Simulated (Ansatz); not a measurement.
An Ansatz input:

```yaml
crystal:
  lattice:
    - [-3.9166723239, 3.9159165417, 2.1174309087]
    - [3.9159165417, -3.9166723239, 2.1174309087]
    - [3.9173476839, 3.9173476839, -2.1188151251]
  atoms:
    - { symbol: Ba, position: [0.9999800709, 1.99291e-05, 1.0] }
    - { symbol: Ba, position: [0.7500199291, 0.2499800709, 0.5] }
hamiltonian:
  xc: revpbe
  pseudopotentials:
    kind: paw
    azcp:
      Ba: "pseudopotentials/Ba.paw.azcp"
basis:
  ecutwfc: 420
  fft_grid_basis: typed
kpoints:
  mp_grid: { grid: [14, 14, 10], shift: [0, 0, 0] }
magnetization:
  spin_polarized: false
scf:
  occupations: { method: fermi_dirac, width: 0.1 }
```

Terminal output

```
Engine: ansatz 0.2.0, aarch64-unknown-linux-gnu
Pseudopotentials: kind: paw
Pseudopotential: Ba, paw, valence charge 10, recommended cutoff 420 eV (normal) 
Functional definition: revPBE
  parameter kappa = 1.245
  parameter beta = 0.06672455060314922
  exchange = pbe_x(kappa = kappa, mu = beta*pi^2/3)
  correlation = pbe_c(beta = beta)
Crystal: 2 atoms, lattice volume = 129.926 Å³
Basis set: ecut = 420 eV, 2499 PW (Γ)
Bands: 14, of which v1, the nominal top of the filled ones, is band 10 counted from 1 (9 counted from 0)
Symmetry: 4 space group operations
Space group: C2/c (ITA 15), of the structure as read, at distance tolerance 5.1e-5 Å
k-points: 534 of 1960
Non-local potential: Ba, projectors of the file, l = 0: 3, l = 1: 2, l = 2: 2, l = 3: 2
PAW form: soft (Blöchl's): semilocal exchange-correlation on the pseudo side does not see the compensation charge
PAW frozen core: Ba, regenerated for the run's functional, and the local potential with it (the file was generated under x = pbe(κ = 0.804, μ = 0.2195149727645171), c = pbe(β = 0.06672455060314922))
PAW one-centre angular grid: Ba, 194 points (default); XC on 64 Gauss nodes
Initial density: superposition of atomic densities (neutral atoms: chi_scale 0, normalization atom), corrected by the library's trained network
Initial wavefunctions: pseudopotential atomic-orbital guess
Functional: x = revpbe(κ = 1.245, μ = 0.2195149727645171), c = pbe(β = 0.06672455060314922)
SCF iter   1: F=—  HF=-11912.505126 eV  |F-HF|=—  |Δ(HF+E_count)|=         —  Δρ=1.91e-3  dr2=1.20e-2  ethr=1.77e-3  ⟨swp⟩=6.3  Hψ=49202  notcnv=0
SCF iter   2: F=—  HF=-11912.505115 eV  |F-HF|=—  |Δ(HF+E_count)|=   1.04e-5  Δρ=1.34e-3  dr2=6.32e-3  ethr=6.00e-5  ⟨swp⟩=1.4  Hψ=12877  notcnv=0
SCF iter   3: F=—  HF=-11912.504826 eV  |F-HF|=—  |Δ(HF+E_count)|=   2.89e-4  Δρ=3.79e-4  dr2=4.22e-4  ethr=3.16e-5  ⟨swp⟩=2.0  Hψ=11559  notcnv=0
SCF iter   4: F=—  HF=-11912.504824 eV  |F-HF|=—  |Δ(HF+E_count)|=   2.10e-6  Δρ=1.63e-4  dr2=3.45e-5  ethr=2.11e-6  ⟨swp⟩=1.4  Hψ=8906  notcnv=0
SCF iter   5: F=—  HF=-11912.504830 eV  |F-HF|=—  |Δ(HF+E_count)|=   5.93e-6  Δρ=2.33e-5  dr2=7.75e-7  ethr=1.72e-7  ⟨swp⟩=2.9  Hψ=14504  notcnv=0
SCF iter   6: F=-11912.504831 eV  HF=-11912.504831 eV  |F-HF|=2.98e-8  |Δ(HF+E_count)|=   8.12e-7  Δρ=5.80e-6  dr2=3.96e-8  ethr=5.00e-10  ⟨swp⟩=3.0  Hψ=20460  notcnv=0
SCF 1 converged in 6 iterations: F = -11912.504831 eV  dr2 = 3.96e-8
SCF converged after 6 iterations
Free energy (F): -11912.504831 eV
Harris-Foulkes:  -11912.504831 eV  (|F-HF|=2.98e-8)
Internal energy: -11912.417210 eV  (E = F + TS)
E sigma→0 (E₀):  -11912.461020 eV
Entropy (-TS):   -0.087621 eV (-43.810 meV/atom)
Fermi energy:    5.616218 eV
--- Per-component energies (eV) ---
  E_band       = -177.332033
  E_kinetic    = 333.020557
  E_local      = -787.023402  (includes V_loc(G=0)·N_el)
  E_nonlocal   = 113.197250
  E_hartree    = 250.557145
  E_xc         = -333.667850
  E_vxc        = -267.108808  (∫ρ·V_xc dr)
  E_paw        = -10464.602665  (= ΣΔE_a)
  E_vpaw       = -70.533946  (= ΣTr[D̂ρ^β])
  E_aug_tail   = -0.000003  (compensation charges beyond the density's cutoff)
  E_ewald      = -1023.827939
  E_core_change = -0.070302  (= ΣΔE_core)
  E_smearing   = -0.087621  (= −TS)
  E_closure    = 0.000000  (closes the sum)
  Σ components = -11912.504831   (vs F -11912.504831, Δ=0.00e0)
```
